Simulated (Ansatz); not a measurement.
The elements of this relaxed trial crystal are hidden behind letters.

```
lattice vectors (Å)
   4.3615    0.0000    0.0000
  -2.1808    3.7772    0.0000
   0.0000    0.0000    9.6691
fractional positions
X 0.0000 0.5000 0.1667
X 0.5000 0.5000 0.8333
X 0.5000 0.0000 0.5000
Z 0.5000 0.5000 0.3333
Z 0.5000 0.0000 0.0000
Z 0.0000 0.5000 0.6667
```

All numbers below come from Ansatz, DFT PBE, scalar-relativistic, plane waves, PAW. Cutoff 420 eV, Γ-centred 12×12×4 mesh (6-atom cell), Gaussian smearing of 0.01 eV, no spin polarisation.

| Quantity | Value |
| --- | --- |
| Space group | P6_222 (No. 180) |
| Conventional cell | a = 4.362 Å, c = 9.669 Å |
| Volume per atom | 26.55 Å³ |
| Density | 5.93 g/cm³ |
| Energy over the elements | −0.096 eV/atom |
| Gap on the 12×12×4 mesh of the 6-atom cell | 0.06 eV |

Energies are uncorrected and count from the elements' standard states at the same level.

Question: X is a p-block element of period 5 and Z is a p-block element of period 4. Which elements are they?

Answer: X = In, Z = As, so the formula is InAs. Density times volume gives a mean mass of 5.93 × 26.55/1.6605 = 94.8 u per atom, and this set has 94.9 u. Among the elements that the hints allow, noble gases aside, only these give it. In has 4 As at 2.71 Å; around As lie 4 In at 2.71 Å.

A structure relaxed within its symmetry needn't be a true minimum.
